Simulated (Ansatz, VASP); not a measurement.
**Ag: VASP beside Ansatz**

The input INCAR:

```
SYSTEM = Ag
PREC = Accurate ; ENCUT = 520
EDIFF = 1E-6 ; ISMEAR = -1
SIGMA = 0.05 ; LREAL = .False.
LASPH = .True. ; NELM = 100
ALGO = Normal ; ISIF = 2
LWAVE = .False. ; LCHARG = .False.
GGA = PS ; NBANDS = 12
```

KPOINTS

```
regular mesh
0
Gamma
  16 16 16
  0 0 0
```

File POSCAR:

```
Ag
1.0
    2.4506090683      0.0000000000      0.0000000000
    0.0000000000      2.4506090683      0.0000000000
    0.0000000000      0.0000000000      2.4506090683
Ag
1
Direct
    0.0000000000      0.0000000000      0.0000000000
```

Input for Ansatz:

```yaml
crystal:
  lattice:
    - [2.4506090683, 0.0, 0.0]
    - [0.0, 2.4506090683, 0.0]
    - [0.0, 0.0, 2.4506090683]
  atoms:
    - { symbol: Ag, position: [0.0, 0.0, 0.0] }
kpoints:
  mp_grid: { grid: [16, 16, 16] }
scf:
  occupations: { method: fermi_dirac, width: 0.05 }
hamiltonian:
  xc: pbesol
  pseudopotentials: { kind: paw }
output:
  forces: true
  stress: true
  eigenvalues: true
  populations: true
  write_density: true
  write_potential: true
  elf: true
  volumetric_format: npy
```

Change from the starting cell: volume scaled by 0.76, PAW files.

Alike in both runs: task single point; functional PBEsol; k mesh 16 × 16 × 16; occupations fermi-dirac, width 0.05 eV; no spin polarisation.

|  | VASP | Ansatz |
| --- | --- | --- |
| version | VASP 6.6.1 | Ansatz 0.2.0 |
| potentials or method | VASP PAW PBE potentials, release 64 (Ag) | PAW with Ansatz's default frozen-core files, scalar-relativistic |
| plane-wave cutoff (eV) | 520 | 420 |
| valence electrons in the cell | 11 | 19 |

Ansatz gave:

| Property | Result |
| --- | --- |
| pressure (GPa) | 51.9 |

Problem. Estimate VASP's values.

Solution. Pressure (GPa): 51.1.

With one functional, cell and mesh, what is left measures potentials, basis and numerics. The two sets of potentials don't hold the same shells in valence.

Caveats: so large a pressure means that the cell lies far from this level's equilibrium, or that cutoff or potentials fall short (VASP); the potentials were made for another functional, which shifts forces and pressure (VASP).
